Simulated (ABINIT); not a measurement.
# BP (F-43m): from the cell to the phonon bands, part 3 of 3

How does BP (F-43m) vibrate, and is this structure a minimum?

ABINIT 10.8.3; DFT PBE, scalar-relativistic, plane waves, SPMS norm-conserving pseudopotentials.

So far. Step 6 (Zone-centre response): The acoustic modes at Γ come out as far as 1.2 cm⁻¹ from zero, where they should vanish, a small numerical error; the Born charges miss their sum rule by 0.070 e, too much: mesh or cutoff is short for the field response. Step 7 (Zone-centre analysis): Before neutrality was imposed the Born charges missed it by 0.070 e, so ε₀, the LO modes and the intensities above are not converged in mesh or cutoff. The relaxed cell has a = 4.547 Å (conventional setting).

## 9. Dispersion

anaddb transforms the dynamical matrices to force constants, with the dipole-dipole part treated apart, and back along the path; points of the mesh come back as solved, but for the sum rule and, in polar crystals, the LO-TO term at Γ; the rest is interpolation.

Input file anaddb.abi:

```
ddb_filepath "all_DDB"
output_file "anaddb.abo"
outdata_prefix "anaddb"
ifcflag 1
ngqpt 4 4 4
nqshft 1
q1shft 0.0 0.0 0.0
asr 1
chneut 1
dipdip 1
dipquad 0
quadquad 0
enunit 0
eivec 0
nph1l 62
qph1l 
    -5.0d-06 -5.0d-06 0.0 1.0
    -0.05 -0.05 0.0 1.0
    -0.1 -0.1 0.0 1.0
    -0.15 -0.15 0.0 1.0
    -0.2 -0.2 0.0 1.0
    -0.25 -0.25 0.0 1.0
    -0.3 -0.3 0.0 1.0
    -0.35 -0.35 0.0 1.0
    -0.4 -0.4 0.0 1.0
    -0.45 -0.45 0.0 1.0
    -0.5 -0.5 0.0 1.0
    -0.4875 -0.4875 0.025 1.0
    -0.475 -0.475 0.05 1.0
    -0.4625 -0.4625 0.075 1.0
    -0.45 -0.45 0.1 1.0
    -0.4375 -0.4375 0.125 1.0
    -0.425 -0.425 0.15 1.0
    -0.4125 -0.4125 0.175 1.0
    -0.4 -0.4 0.2 1.0
    -0.3875 -0.3875 0.225 1.0
    -0.375 -0.375 0.25 1.0
    -0.375 0.0 0.375 1.0
    -0.3375 0.0 0.3375 1.0
    -0.3 0.0 0.3 1.0
    -0.2625 0.0 0.2625 1.0
    -0.225 0.0 0.225 1.0
    -0.1875 0.0 0.1875 1.0
    -0.15 0.0 0.15 1.0
    -0.1125 0.0 0.1125 1.0
    -0.075 0.0 0.075 1.0
    -0.0375 0.0 0.0375 1.0
    0.0 0.0 5.0d-06 1.0
    0.0 0.0 0.05 1.0
    0.0 0.0 0.1 1.0
    0.0 0.0 0.15 1.0
    0.0 0.0 0.2 1.0
    0.0 0.0 0.25 1.0
    0.0 0.0 0.3 1.0
    0.0 0.0 0.35 1.0
    0.0 0.0 0.4 1.0
    0.0 0.0 0.45 1.0
    0.0 0.0 0.5 1.0
    -0.05 -0.025 0.475 1.0
    -0.1 -0.05 0.45 1.0
    -0.15 -0.075 0.425 1.0
    -0.2 -0.1 0.4 1.0
    -0.25 -0.125 0.375 1.0
    -0.3 -0.15 0.35 1.0
    -0.35 -0.175 0.325 1.0
    -0.4 -0.2 0.3 1.0
    -0.45 -0.225 0.275 1.0
    -0.5 -0.25 0.25 1.0
    -0.5 -0.275 0.225 1.0
    -0.5 -0.3 0.2 1.0
    -0.5 -0.325 0.175 1.0
    -0.5 -0.35 0.15 1.0
    -0.5 -0.375 0.125 1.0
    -0.5 -0.4 0.1 1.0
    -0.5 -0.425 0.075 1.0
    -0.5 -0.45 0.05 1.0
    -0.5 -0.475 0.025 1.0
    -0.5 -0.5 0.0 1.0
```

Input file mrgddb.in:

```
all_DDB
merged
8
dfpt_gammao_DS2_DDB
dfpt_qo_DS1_DDB
dfpt_qo_DS2_DDB
dfpt_qo_DS3_DDB
dfpt_qo_DS4_DDB
dfpt_qo_DS5_DDB
dfpt_qo_DS6_DDB
dfpt_qo_DS7_DDB
```

On the command line:

```
$ mrgddb < mrgddb.in > mrgddb.log
$ OMP_NUM_THREADS=1 anaddb anaddb.abi > anaddb.log
```

anaddb.abo, the main output file:

```text
[banners, grids, parts of the stress and lines that vanish by symmetry left out]
-outvars_anaddb: echo values of input variables ----------------------

 Flags :
[...]
Dielectric Tensor and Effective Charges
[...]
Effective charge tensors after
[...]
Phonon wavevector (reduced coordinates) : -0.00000 -0.00000  0.00000
 Phonon energies in Hartree :
[...]
Phonon frequencies in cm-1    :
-  5.365067E-03  5.365073E-03  7.959439E-03  8.000056E+02  8.000056E+02
-  8.042363E+02
[...]
Phonon wavevector (reduced coordinates) : -0.05000 -0.05000  0.00000
 Phonon energies in Hartree :
[...]
Phonon frequencies in cm-1    :
-  5.310617E+01  5.310617E+01  7.915400E+01  7.973637E+02  7.973637E+02
-  8.045469E+02
[...]
Phonon wavevector (reduced coordinates) : -0.10000 -0.10000  0.00000
 Phonon energies in Hartree :
[...]
Phonon frequencies in cm-1    :
-  1.051121E+02  1.051121E+02  1.563713E+02  7.893872E+02  7.893872E+02
-  8.050514E+02
[...]
Phonon wavevector (reduced coordinates) : -0.15000 -0.15000  0.00000
 Phonon energies in Hartree :
[...]
Phonon frequencies in cm-1    :
-  1.546537E+02  1.546537E+02  2.298984E+02  7.762857E+02  7.762857E+02
-  8.048134E+02
[...]
Phonon wavevector (reduced coordinates) : -0.20000 -0.20000  0.00000
 Phonon energies in Hartree :
[...]
Phonon frequencies in cm-1    :
-  1.999474E+02  1.999474E+02  2.982514E+02  7.592648E+02  7.592648E+02
-  8.030948E+02
  Phonon wavevector (reduced coordinates) : -0.25000 -0.25000  0.00000
 Phonon energies in Hartree :
[...]
Phonon frequencies in cm-1    :
-  2.388988E+02  2.388988E+02  3.601764E+02  7.408743E+02  7.408743E+02
-  7.998034E+02
  Phonon wavevector (reduced coordinates) : -0.30000 -0.30000  0.00000
 Phonon energies in Hartree :
[...]
Phonon frequencies in cm-1    :
-  2.696287E+02  2.696287E+02  4.145081E+02  7.243933E+02  7.243933E+02
-  7.953959E+02
  Phonon wavevector (reduced coordinates) : -0.35000 -0.35000  0.00000
 Phonon energies in Hartree :
[...]
Phonon frequencies in cm-1    :
-  2.913092E+02  2.913092E+02  4.599628E+02  7.123880E+02  7.123880E+02
-  7.905184E+02
  Phonon wavevector (reduced coordinates) : -0.40000 -0.40000  0.00000
 Phonon energies in Hartree :
[...]
Phonon frequencies in cm-1    :
-  3.046776E+02  3.046776E+02  4.949045E+02  7.054771E+02  7.054771E+02
-  7.858647E+02
  Phonon wavevector (reduced coordinates) : -0.45000 -0.45000  0.00000
 Phonon energies in Hartree :
[...]
Phonon frequencies in cm-1    :
-  3.115453E+02  3.115453E+02  5.172671E+02  7.024628E+02  7.024628E+02
-  7.823377E+02
  Phonon wavevector (reduced coordinates) : -0.50000 -0.50000  0.00000
 Phonon energies in Hartree :
[...]
Phonon frequencies in cm-1    :
-  3.136131E+02  3.136131E+02  5.250211E+02  7.016985E+02  7.016985E+02
-  7.809891E+02
  Phonon wavevector (reduced coordinates) : -0.48750 -0.48750  0.02500
 Phonon energies in Hartree :
[...]
Phonon frequencies in cm-1    :
-  3.136401E+02  3.149697E+02  5.243970E+02  7.012339E+02  7.017247E+02
-  7.808859E+02
  Phonon wavevector (reduced coordinates) : -0.47500 -0.47500  0.05000
 Phonon energies in Hartree :
[...]
Phonon frequencies in cm-1    :
-  3.137115E+02  3.189577E+02  5.225344E+02  6.998407E+02  7.018059E+02
-  7.806026E+02
  Phonon wavevector (reduced coordinates) : -0.46250 -0.46250  0.07500
 Phonon energies in Hartree :
[...]
Phonon frequencies in cm-1    :
-  3.137992E+02  3.253430E+02  5.194615E+02  6.975284E+02  7.019504E+02
-  7.802100E+02
[...]
-  2.247282E+02  2.247282E+02  5.055324E+02  7.523800E+02  7.578344E+02
-  7.578344E+02
  Phonon wavevector (reduced coordinates) : -0.05000 -0.02500  0.47500
 Phonon energies in Hartree :
[...]
Phonon frequencies in cm-1    :
-  2.275024E+02  2.320364E+02  5.039483E+02  7.443443E+02  7.562124E+02
-  7.633840E+02
  Phonon wavevector (reduced coordinates) : -0.10000 -0.05000  0.45000
 Phonon energies in Hartree :
[...]
Phonon frequencies in cm-1    :
-  2.357540E+02  2.520172E+02  4.992951E+02  7.316438E+02  7.516508E+02
-  7.688999E+02
  Phonon wavevector (reduced coordinates) : -0.15000 -0.07500  0.42500
 Phonon energies in Hartree :
[...]
Phonon frequencies in cm-1    :
-  2.491565E+02  2.802063E+02  4.918728E+02  7.168547E+02  7.448829E+02
-  7.727134E+02
  Phonon wavevector (reduced coordinates) : -0.20000 -0.10000  0.40000
 Phonon energies in Hartree :
[...]
Phonon frequencies in cm-1    :
-  2.669085E+02  3.118686E+02  4.821919E+02  7.013975E+02  7.367573E+02
-  7.749846E+02
  Phonon wavevector (reduced coordinates) : -0.25000 -0.12500  0.37500
 Phonon energies in Hartree :
[...]
Phonon frequencies in cm-1    :
-  2.876353E+02  3.430831E+02  4.709851E+02  6.870591E+02  7.280813E+02
-  7.759027E+02
  Phonon wavevector (reduced coordinates) : -0.30000 -0.15000  0.35000
 Phonon energies in Hartree :
[...]
Phonon frequencies in cm-1    :
[...]
Phonon wavevector (reduced coordinates) : -0.50000 -0.47500  0.02500
 Phonon energies in Hartree :
[...]
Phonon frequencies in cm-1    :
-  3.148461E+02  3.151463E+02  5.237746E+02  7.008258E+02  7.016982E+02
-  7.807794E+02
  Phonon wavevector (reduced coordinates) : -0.50000 -0.50000  0.00000
 Phonon energies in Hartree :
[...]
Phonon frequencies in cm-1    :
-  3.136131E+02  3.136131E+02  5.250211E+02  7.016985E+02  7.016985E+02
-  7.809891E+02
-
```

Elapsed: 1.3 s, on 1 thread of Intel Xeon at 2.70GHz, shared host.

This step gave:

```yaml
lowest_frequency_on_the_path: 0 cm⁻¹
```

Anaddb, dipole-dipole term. Phonon branches along the path, in cm⁻¹:

| point | branch 1 | branch 2 | branch 3 | branch 4 | branch 5 | branch 6 |
| --- | --- | --- | --- | --- | --- | --- |
| Γ | 0 | 0 | 0 | 800 | 800 | 804 |
| halfway | 239 | 239 | 360 | 741 | 741 | 800 |
| X | 314 | 314 | 525 | 702 | 702 | 781 |
| halfway | 314 | 344 | 510 | 690 | 702 | 780 |
| U | 310 | 400 | 470 | 667 | 706 | 780 |
| jump to K | 310 | 400 | 470 | 667 | 706 | 780 |
| halfway | 215 | 280 | 356 | 749 | 756 | 780 |
| Γ | 0 | 0 | 0 | 800 | 800 | 804 |
| halfway | 178 | 178 | 344 | 772 | 772 | 787 |
| L | 225 | 225 | 506 | 752 | 758 | 758 |
| halfway | 288 | 343 | 471 | 687 | 728 | 776 |
| W | 367 | 413 | 435 | 661 | 701 | 772 |
| halfway | 339 | 348 | 496 | 683 | 702 | 776 |
| X | 314 | 314 | 525 | 702 | 702 | 781 |

The phonon branches as a text plot (rows in cm⁻¹):

```
    788 |*************************************      ****** ******
    755 |    ***               ***          *********     *
    721 |       ****     *******                   ******
    688 |           ******  ***                      *** ********
    654 |                 **                            *****
    621 |
    587 |
    554 |
    520 |           ****                         **           ***
    486 |         **    ***                    **  ****     **
    453 |        *         *                  *        **  *
    419 |       *          ****                          ***
    386 |                ** *  *             *         **   *
    352 |      *       **    ** *           *         *  ******
    319 |         **********   * *                   * **     ***
    285 |    ** **          *** *          *        * *
    252 |      *               *  **               ***
    218 |   *                   **        *   *****
    185 |    **                  ****       **
    151 |  **                     **     * *
    117 |  *                        *     *
     84 | *                         **  **
     50 | *                          *  *
     17 |*                            **
         Γ           X  U|K            Γ         L        W     X
```

All branches are real along the path.

## 10. Density of states

Sums over the zone need many more wavevectors than were solved, so the interpolation is sampled on a dense mesh.

Input file anaddb.abi:

```
ddb_filepath "all_DDB"
output_file "anaddb.abo"
outdata_prefix "anaddb"
ifcflag 1
ngqpt 4 4 4
nqshft 1
q1shft 0.0 0.0 0.0
asr 1
chneut 1
dipdip 1
dipquad 0
quadquad 0
prtdos 2
ng2qpt 17 17 17
dosdeltae 4.5563e-06
ntemper 11
temperinc 100.0
tempermin 0.0
```

On the command line:

```
$ OMP_NUM_THREADS=1 anaddb anaddb.abi > anaddb.log
```

anaddb.abo, the main output file:

```text
[banners, grids, parts of the stress and lines that vanish by symmetry left out]
-outvars_anaddb: echo values of input variables ----------------------

 Flags :
     ifcflag         1
 Miscellaneous information :
         asr         1
 Interatomic Force Constants Inputs :
      dipdip         1
     dipquad         0
    quadquad         0
      ifcana         0
      ifcout         0
 Description of grid 1 :
        brav         1
       ngqpt         4         4         4
      nqshft         1
      q1shft
                     0.00000000E+00  0.00000000E+00  0.00000000E+00
 Phonon DOS information :
   dosdeltae  4.55630000E-06
    dossmear  4.55633525E-06
 Description of grid 2 (Fourier interp. or BZ sampling):
      ng2qpt        17        17        17
      ngrids         4
      q2shft         0.00000000E+00  0.00000000E+00  0.00000000E+00

================================================================================

 read the DDB information and perform some checks

  ==== Info on the Cryst% object ====
 Real(R)+Recip(G) space primitive vectors, cartesian coordinates (Bohr,Bohr^-1):
 R(1)=  0.0000000  4.2960349  4.2960349  G(1)= -0.1163864  0.1163864  0.1163864
 R(2)=  4.2960349  0.0000000  4.2960349  G(2)=  0.1163864 -0.1163864  0.1163864
 R(3)=  4.2960349  4.2960349  0.0000000  G(3)=  0.1163864  0.1163864 -0.1163864
 Unit cell volume ucvol=  1.5857451E+02 bohr^3
 Angles (23,13,12)=  6.00000000E+01  6.00000000E+01  6.00000000E+01 degrees
 Time-reversal symmetry is present
 Reduced atomic positions [iatom, xred, symbol]:
    1)    0.0000000  0.0000000  0.0000000   B
    2)    0.2500000  0.2500000  0.2500000   P

 DDB file with 8 blocks has been read.

================================================================================

 Dielectric Tensor and Effective Charges

 anaddb : Zero the imaginary part of the Dynamical Matrix at Gamma,
   and impose the ASR on the effective charges

 The violation of the charge neutrality conditions
 by the effective charges is as follows :
    atom        electric field
 displacement     direction
       1               1       -0.069786        0.000000
       1               2       -0.000000        0.000000
       1               3       -0.000000        0.000000
       2               1       -0.000000        0.000000
       2               2       -0.069786        0.000000
       2               3        0.000000        0.000000
       3               1        0.000000        0.000000
       3               2        0.000000        0.000000
       3               3       -0.069786        0.000000

 Effective charge tensors after
 imposition of the charge neutrality (if requested by user),
 and eventual restriction to some part :
   atom    displacement
         1         1   -4.950754E-01    7.571981E-17    7.602456E-17
         1         2    7.571981E-17   -4.950754E-01   -7.541505E-17
         1         3   -7.571981E-17   -7.571981E-17   -4.950754E-01
         2         1    4.950754E-01   -7.571981E-17   -7.602456E-17
         2         2   -7.571981E-17    4.950754E-01    7.541505E-17
         2         3    7.571981E-17    7.571981E-17    4.950754E-01
 Now, the imaginary part of the dynamical matrix is zeroed

================================================================================

 Calculation of the interatomic forces

       Homogeneous q point set in the B.Z.
 Grid q points  :       64
  1)   0.00000000E+00  0.00000000E+00  0.00000000E+00
  2)   2.50000000E-01  0.00000000E+00  0.00000000E+00
  3)   5.00000000E-01  0.00000000E+00  0.00000000E+00
  4)  -2.50000000E-01  0.00000000E+00  0.00000000E+00
  5)   0.00000000E+00  2.50000000E-01  0.00000000E+00
  6)   2.50000000E-01  2.50000000E-01  0.00000000E+00
  7)   5.00000000E-01  2.50000000E-01  0.00000000E+00
  8)  -2.50000000E-01  2.50000000E-01  0.00000000E+00
  9)   0.00000000E+00  5.00000000E-01  0.00000000E+00
 10)   2.50000000E-01  5.00000000E-01  0.00000000E+00
 11)   5.00000000E-01  5.00000000E-01  0.00000000E+00
 12)  -2.50000000E-01  5.00000000E-01  0.00000000E+00
 13)   0.00000000E+00 -2.50000000E-01  0.00000000E+00
 14)   2.50000000E-01 -2.50000000E-01  0.00000000E+00
[...]
58)   2.50000000E-01  5.00000000E-01 -2.50000000E-01
 59)   5.00000000E-01  5.00000000E-01 -2.50000000E-01
 60)  -2.50000000E-01  5.00000000E-01 -2.50000000E-01
 61)   0.00000000E+00 -2.50000000E-01 -2.50000000E-01
 62)   2.50000000E-01 -2.50000000E-01 -2.50000000E-01
 63)   5.00000000E-01 -2.50000000E-01 -2.50000000E-01
 64)  -2.50000000E-01 -2.50000000E-01 -2.50000000E-01

 The interatomic forces have been obtained

================================================================================

 Calculation of phonon density of states

 Average speed of sound partial sums:     0.3606207322E-02 (at units)
-                                   =           7.8893 [km/s]

 Debye frequency from partial sums:     0.2596907948E-02 (Ha)
-                                 =     0.1708683347E+02 (THz)
-Debye temperature from partial sums:     0.8200386716E+03 (K)

 Average speed of sound:     0.4076579172E-02 (at units)
-                      =           8.9183 [km/s]

 Debye frequency from DOS:     0.2935632898E-02 (Ha)
-                        =     0.1931553658E+02 (THz)
-Debye temperature from DOS:     0.9269995512E+03 (K)

-
```

The job ended after 5.7 s (1 thread).

Numbers from this step:

| Quantity | Value |
| --- | --- |
| share of modes beyond 3i cm⁻¹ on the dense interpolated mesh | 0 |
| zero-point energy per atom | 100.1 meV |
| heat capacity at 300 K | 14.80 J/(mol atoms K) |
| vibrational entropy at 300 K | 10.11 J/(mol atoms K) |

The phonon density of states has structure finer than the step of the table below, so its rows give means over 20 cm⁻¹, whole bins alone (the curve runs from -30 to 830 cm⁻¹). Peaks (cm⁻¹: height): 315.0: 0.0169, 455.0: 0.0147, 705.0: 0.0333, 775.0: 0.0846.

Tetrahedra. The phonon density of states by wavenumber; means over each step:

wavenumber (cm⁻¹), phonon density of states (1/cm⁻¹/cell) and a bar:
```
        0     0.0000 
       20     0.0000 
       40     0.0000 
       60     0.0002 
       80     0.0003 
      100     0.0006 
      120     0.0009 #
      140     0.0013 #
      160     0.0018 #
      180     0.0026 ##
      200     0.0038 ##
      220     0.0065 ####
      240     0.0098 ######
      260     0.0106 #######
      280     0.0117 #######
      300     0.0138 #########
      320     0.0144 #########
      340     0.0103 #######
      360     0.0083 #####
      380     0.0077 #####
      400     0.0075 #####
      420     0.0047 ###
      440     0.0105 #######
      460     0.0128 ########
      480     0.0067 ####
      500     0.0028 ##
      520     0.0005 
      540     0.0000 
      560     0.0000 
      580     0.0000 
      600     0.0000 
      620     0.0000 
      640     0.0000 
      660     0.0040 ###
      680     0.0115 #######
      700     0.0208 #############
      720     0.0243 ###############
      740     0.0205 #############
      760     0.0152 ##########
      780     0.0476 ##############################
      800     0.0066 ####
```

Harmonic thermodynamic functions per atom, summed over the density of states scaled to three modes an atom; melting is ignored. Thermodynamic functions:

| T (K) | F_vib (meV/atom) | S (J/mol-atom/K) | C_V (J/mol-atom/K) |
| --- | --- | --- | --- |
| 0 | 100.1 | 0 | 0 |
| 50 | 100.1 | 0.1 | 0.377 |
| 100 | 99.85 | 1.047 | 2.97 |
| 200 | 96.79 | 5.166 | 9.601 |
| 300 | 88.88 | 10.11 | 14.8 |
| 400 | 75.9 | 14.86 | 18.11 |
| 500 | 58.24 | 19.14 | 20.14 |
| 600 | 36.4 | 22.93 | 21.42 |
| 700 | 10.85 | 26.3 | 22.27 |
| 800 | -18 | 29.32 | 22.85 |
| 900 | -49.82 | 32.03 | 23.26 |
| 1000 | -84.32 | 34.5 | 23.57 |

At 300 K the heat capacity has reached 59 % of the Dulong-Petit value.

## 11. Summary of results

| Item | Value |
| --- | --- |
| space group after relaxation | F-43m |
| volume per atom | 11.7 Å³ |
| highest optical zone-centre mode (no LO-TO term) | 800.0 cm⁻¹ |
| highest mode moved by the LO-TO term (probably not converged in the k mesh) | 804.2 cm⁻¹ |
| mean high-frequency dielectric constant (probably not converged in the k mesh) | 9.44 |
| largest Born charge in size (third of the trace) (probably not converged in the k mesh) | 0.53 e |
| mean static dielectric constant (probably not converged in the k mesh) | 9.54 |
| q mesh | 4×4×4 |
| lowest mode on the q mesh (acoustic ones at the zone centre apart) | 178.2 cm⁻¹ |
| zero-point energy per atom | 100.1 meV |
| heat capacity at 300 K | 14.8 J/(mol atoms K) |
| vibrational entropy at 300 K | 10.1 J/(mol atoms K) |
| imaginary modes on the q mesh | none |

**Reading.** BP (F-43m) is dynamically stable on the 4×4×4 mesh; its spectrum reaches 805 cm⁻¹. At the PBE level the optical modes of BP (F-43m) at the zone centre (no LO-TO term) lie at 800 cm⁻¹. Along the directions run, the highest mode that the macroscopic field moves lies at 804 cm⁻¹. Lattice motion raises the mean dielectric constant from 9.436 to 9.536. The Born charges miss their sum rule by 0.070 e, a sign that the k mesh or the cutoff is short for the field response. ε∞, the Born charges and what follows from them are probably not converged in the k mesh. The Lyddane-Sachs-Teller relation holds: (ωLO/ωTO)² is 1.01 and ε₀/ε∞ is 1.01. These are harmonic frequencies at zero temperature: anharmonic shifts and linewidths and thermal expansion are left out.

Comparison with the measured values:

```
                                      quantity  measured  PBE norm-conserving, ABINIT
                        lattice constant a (Å)    4.5383               4.547 (+0.2 %)
Raman mode, TO at Gamma (T2), ambient … (cm⁻¹)       794                 800 (+0.8 %)
```

Measured values from arxiv:1906.04101 (2019) and arxiv:1505.05714 (2015).

Verdict: The lattice constant a is off by +0.2 %: good agreement. The Raman mode is off by +0.8 %: good agreement. The grades are ours: good and fair within 0.7 and 1.5 % for the lattice constant a and 3 and 7 % for the Raman mode. For lattice constants and Raman mode the calculation has a static lattice, without zero-point motion or thermal expansion (measured at up to 300 K). Limits of convergence are named above.

[Host names and launcher messages were left out of these logs when they were recorded.]

[Logs are printed without paths, hosts, clocks, repeated set-up lines and the standing remarks that a program may print on its own settings, such as how far it seeks lower states.]

[Hosts, paths, dates, database ids (printed as entryN), source tags and the programs' standing remarks are cut or masked in the printed files.]
